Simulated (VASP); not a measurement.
# Cu (Fm-3m) in VASP: notebook, part 2 of 2

VASP 6.6.1. The steps go on from the part before.

### 5 Relaxation of the atoms, PBEsol (a relaxed cell with its volume scaled by 0.98)

Input file INCAR:

```
PREC     = Accurate       # precision mode
ENCUT    = 600            # plane-wave cutoff, eV
EDIFF    = 1E-7           # SCF threshold, eV
ISMEAR   = 1              # smearing method
SIGMA    = 0.1            # smearing width, eV
LREAL    = F              # projectors in reciprocal space
LASPH    = T              # aspherical terms in the spheres
NELM     = 80             # most SCF steps
ALGO     = Normal         # electronic algorithm
ISIF     = 2              # what is computed and relaxed
LWAVE    = F              # write WAVECAR
LCHARG   = F              # write CHGCAR
GGA      = PS             # functional
IBRION   = 2              # ionic algorithm
NSW      = 40             # ionic steps
EDIFFG   = -0.01          # ionic threshold
```

Input file KPOINTS:

```
Automatic mesh
0
Gamma
  18 18 18
```

Input file POSCAR:

```
Cu                                      
1.0
    0.0000000000      1.7728813364      1.7728813364
    1.7728813364      0.0000000000      1.7728813364
    1.7728813364      1.7728813364      0.0000000000
  Cu            
     1
Direct
     0.0000000000000000    0.0000000000000000    0.0000000000000000
```

Command:

```bash
$ cat potpaw_PBE.64/Cu/POTCAR > POTCAR
$ mpirun -np 1 vasp_std > vasp.out
```

Run time: 8.6 s. Hardware: 1 thread of Intel Xeon 6975P-C (Granite Rapids), shared host; peak memory 0.14 GiB.

The run converged. Its results:

- Free energy: -4.3060 eV
- Pressure after relaxing: 3.5 GPa
- Band gap on the k mesh: none (metal or under the smearing width)

Final structure:
```
Cu
1.0
     0.00000    1.77288    1.77288
     1.77288    0.00000    1.77288
     1.77288    1.77288    0.00000
Cu
1
Direct
  0.00000 0.00000 0.00000
```

Levels at points of the mesh, in eV from the Fermi level:
| k point | band 2 | band 3 | band 4 | band 5 | band 6 | band 7 | band 8 | band 9 |
| --- | --- | --- | --- | --- | --- | --- | --- | --- |
| (0.00, 0.00, 0.00) | -3.16 | -3.16 | -3.16 | -2.25 | -2.25 | 23.09 | 26.16 | 26.16 |
| (0.50, 0.00, 0.00) | -3.20 | -3.20 | -1.63 | -1.63 | -1.17 | 4.09 | 21.55 | 22.98 |
| (0.50, 0.50, 0.00) | -4.69 | -1.65 | -1.48 | -1.48 | 1.46 | 7.56 | 13.53 | 13.53 |

Caveat: the relaxation stopped at its first step, so nothing moved; the PAW data sets were made with another functional, which shifts forces and pressure a little.

### 6 Relaxation of the atoms, PBEsol

INCAR is that of step 5.

KPOINTS is that of step 5.

Input file POSCAR:

```
Cu                                      
1.0
    0.0000000000      1.7848606277      1.7848606277
    1.7848606277      0.0000000000      1.7848606277
    1.7848606277      1.7848606277      0.0000000000
  Cu            
     1
Direct
     0.0000000000000000    0.0000000000000000    0.0000000000000000
```

Potentials or basis: VASP PAW PBE potentials, release 64 (Cu).

Command:

```bash
$ cat potpaw_PBE.64/Cu/POTCAR > POTCAR
$ mpirun -np 1 vasp_std > vasp.out
```

OUTCAR:

```text
PREC = Accurate
   ENCUT = 600
   EDIFF = 1E-7
   ISMEAR = 1
   LREAL = F
   LASPH = T
   NELM = 80
   ISIF = 2
   GGA = PS
   IBRION = 2
   NSW = 40
   EDIFFG = -0.01

 ion  position               nearest neighbor table
   1  0.000  0.000  0.000-

  LATTYP: Found a face centered cubic cell.
 ALAT       =     3.5697212554

  Lattice vectors:

 A1 = (   0.0000000000,   1.7848606277,   1.7848606277)
 A2 = (   1.7848606277,   0.0000000000,   1.7848606277)
 A3 = (   1.7848606277,   1.7848606277,   0.0000000000)

Analysis of symmetry for initial positions (statically):
=====================================================================
 Subroutine PRICEL returns:
 Original cell was already a primitive cell.

 Routine SETGRP: Setting up the symmetry group for a
 face centered cubic supercell.

 Subroutine GETGRP returns: Found 48 space group operations
 (whereof 48 operations were pure point group operations)
 out of a pool of 48 trial point group operations.

The static configuration has the point symmetry O_h .

Analysis of symmetry for dynamics (positions and initial velocities):
=====================================================================
 Subroutine PRICEL returns:
 Original cell was already a primitive cell.

 Routine SETGRP: Setting up the symmetry group for a
 face centered cubic supercell.

 Subroutine GETGRP returns: Found 48 space group operations
 (whereof 48 operations were pure point group operations)
 out of a pool of 48 trial point group operations.

The dynamic configuration has the point symmetry O_h .

 Subroutine INISYM returns: Found 48 space group operations
 (whereof 48 operations are pure point group operations),
 and found     1 'primitive' translations

----------------------------------------------------------------------------------------

                                     Primitive cell

[... 106 lines left out ...]
   IMIX   =      4    mixing-type and parameters
     AMIX     =   0.40;   BMIX     =  1.00
     AMIX_MAG =   1.60;   BMIX_MAG =  1.00
  volume/ion in A,a.u.               =      11.37        76.74
  Fermi-wavevector in a.u.,A,eV,Ry     =   1.619042  3.059546 35.664906  2.621297
  Thomas-Fermi vector in A             =   2.713207
   LORBIT       =      0    0 simple, 1 ext, 2 COOP (PROOUT), +10 PAW based schemes
   GGA     = PS    functional components
   LHFCALC =     F    Hartree Fock is set to
   AEXX    =    0.0000 exact exchange contribution
   IVDW    =     0    specifies the selected vdW correction
   LEPSILON=     F    determine dielectric tensor
   LRPA    =     F    only Hartree local field effects (RPA)
 conjugate gradient relaxation of ions
 non-spin polarized calculation
 Methfessel and Paxton  Order N= 1 SIGMA  =   0.10
  energy-cutoff  :      600.00
  volume of cell :       11.37
 maximum number of plane-waves:       392
   NGX =  9   NGY =  9   NGZ =  9

 number of electron      11.0000013 magnetization

 Free energy of the ion-electron system (eV)
  ---------------------------------------------------
  ext. energy  EPLUGINS =         0.00000000
  ---------------------------------------------------
  free energy    TOTEN  =        -4.30854383 eV

  energy without entropy =       -4.30849209  energy(sigma->0) =       -4.30852658

 E-fermi :   7.8342     XC(G=0): -13.1294

 val. band max:        7.8311236510   @ k =   0.5000   0.1111   0.0000
 cond. band min:       7.8705699253   @ k =  -0.4444   0.1111   0.0556
 fundamental gap:      0.0394462743
 Fermi energy:         7.8342398989

 k-point     1 :       0.0000    0.0000    0.0000
  band No.  band energies     occupation
      1      -1.8046      2.00000
      2       4.7375      2.00000
      3       4.7375      2.00000
      4       4.7375      2.00000
      5       5.6201      2.00000
      6       5.6201      2.00000
      7      30.7613      0.00000
      8      33.6718      0.00000
      9      33.6718      0.00000
[... 265 lines left out ...]
 k-point    24 :      -0.2222    0.0556    0.0000
  band No.  band energies     occupation
      1       0.3214      2.00000
      2       4.4218      2.00000
      3       4.9047      2.00000
      4       4.9460      2.00000
      5       5.5662      2.00000
      6       5.8255      2.00000
      7      21.1526      0.00000
      8      28.2555      0.00000
      9      31.9432      0.00000

 [... further k-points ...]
[... 5 lines left out ...]
  --------------------------------------------------------------------------------------
  -------------------------------------------------------------------------------------
  Total        0.0022773      0.0022773      0.0022773      0.0000000      0.0000000     -0.0000000
  in kB        0.3208333      0.3208333      0.3208333      0.0000000      0.0000000     -0.0000000
  external PRESSURE =       0.3208333 kB  Pullay stress =       0.0000000 kB

 VOLUME and BASIS-vectors are now :
 -----------------------------------------------------------------------------
  energy-cutoff  :      600.00
  volume of cell :       11.37
      direct lattice vectors                 reciprocal lattice vectors
     0.000000000  1.784860628  1.784860628    -0.280133918  0.280133918  0.280133918
     1.784860628  0.000000000  1.784860628     0.280133918 -0.280133918  0.280133918
     1.784860628  1.784860628  0.000000000     0.280133918  0.280133918 -0.280133918

 POSITION                                       TOTAL-FORCE (eV/Angst)
 -----------------------------------------------------------------------------------
      0.00000      0.00000      0.00000        -0.000000     -0.000000      0.000000
 -----------------------------------------------------------------------------------
    total drift:                                0.000000     -0.000000      0.000000

  FREE ENERGIE OF THE ION-ELECTRON SYSTEM (eV)
  ---------------------------------------------------
  free  energy   TOTEN  =        -4.3085438296 eV

  energy  without entropy=       -4.3084920923  energy(sigma->0) =       -4.30852658

 reached required accuracy - stopping structural energy minimisation
```

Run time: 9.2 s. Hardware: 1 thread of Intel Xeon 6975P-C (Granite Rapids), shared host; peak memory 0.14 GiB.

What came out:

```yaml
Free_energy: -4.3085 eV
Pressure_after_relaxing: 0.0 GPa
Band_gap_on_the_k_mesh: none (metal or under the smearing width)
```

Final structure:
```
Cu
1.0
     0.00000    1.78486    1.78486
     1.78486    0.00000    1.78486
     1.78486    1.78486    0.00000
Cu
1
Direct
  0.00000 0.00000 0.00000
```

Caveat: the relaxation stopped at its first step, so nothing moved; the PAW data sets were made with another functional, which shifts forces and pressure a little.

### 7 The runs side by side

| task | cell | gap on the mesh (eV) | pressure (GPa) |
| --- | --- | --- | --- |
| relaxation of cell and atoms | relaxed | none | 0.0 |
| relaxation of the atoms | atoms relaxed from: a relaxed cell with its volume scaled by 0.94 | none | 11.8 |
| relaxation of the atoms | atoms relaxed from: a relaxed cell with its volume scaled by 0.96 | none | 7.4 |
| relaxation of the atoms | atoms relaxed from: a relaxed cell with its volume scaled by 0.98 | none | 3.5 |
| relaxation of the atoms | atoms relaxed | none | 0.0 |

Alike in all rows: level PBEsol; potentials or basis VASP PAW PBE potentials, release 64 (Cu); no spin polarisation; k mesh 18 × 18 × 18; cutoff (eV) 600; smearing methfessel-paxton 0.1 eV.

Caveats: the relaxation stopped at its first step, so nothing moved; the PAW data sets were made with another functional, which shifts forces and pressure a little.

Total energies depend on the potentials used, so only differences within one code and one set of settings carry meaning.
